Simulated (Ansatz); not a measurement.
Write the native input for Ansatz 0.2.0 that does the following.

```yaml
Task: single point
Functional: PBE
Potentials_or_basis: Ansatz PAW
Cutoff: "420 eV (not typed: the program's choice for these potentials)"
k_mesh: 8 × 8 × 5
Occupations: fermi-dirac, width 0.05 eV
Spin: collinear spin, ferrimagnetic start
Starting_moments: "[0.0, 0.0, 1.0, -0.5] μB"
```

Crystal: NiSb (Breithauptite).

```
Sb Ni
1.0
     3.92800    0.00000    0.00000
    -1.96400    3.40175    0.00000
     0.00000    0.00000    5.12000
Sb Ni
2 2
Cartesian
  1.9640 1.1339 3.8400
  0.0000 2.2678 1.2800
  0.0000 0.0000 2.5600
  0.0000 0.0000 0.0000
```

The input as run:

input.yaml

```yaml
crystal:
  lattice:
    - [3.928, 0.0, 0.0]
    - [-1.964, 3.4017477861, 0.0]
    - [0.0, 0.0, 5.12]
  atoms:
    - { symbol: Sb, position: [0.6666666667, 0.3333333333, 0.75] }
    - { symbol: Sb, position: [0.3333333333, 0.6666666667, 0.25] }
    - { symbol: Ni, position: [0.0, 0.0, 0.5], spin: 1.0 }
    - { symbol: Ni, position: [0.0, 0.0, 0.0], spin: -0.5 }
hamiltonian:
  xc: pbe
  pseudopotentials: { kind: paw }
magnetization:
  spin_polarized: true
kpoints:
  mp_grid: { grid: [8, 8, 5] }
scf:
  occupations: { method: fermi_dirac, width: 0.05 }
output:
  forces: true
  stress: true
  eigenvalues: true
```

Potentials or basis: Ansatz PAW.

Launch:

```sh
$ ansatz run input.yaml --threads 2 --pin off --max-ram 5632MiB --backend cpu --events-out ev --progress --plain --runs-dir out
```

It gave:

```json
{"Pressure": "3.8 GPa", "Band gap on the k mesh": "none (metal or under the smearing width)", "Net moment": "0.00 μB per cell", "Absolute moment": "0.00 μB per cell"}
```

Caveat: the starting moments weren't kept.

Run time: 42 s on 2 threads of Arm Neoverse N1 (shared host), peak memory 0.56 GiB.
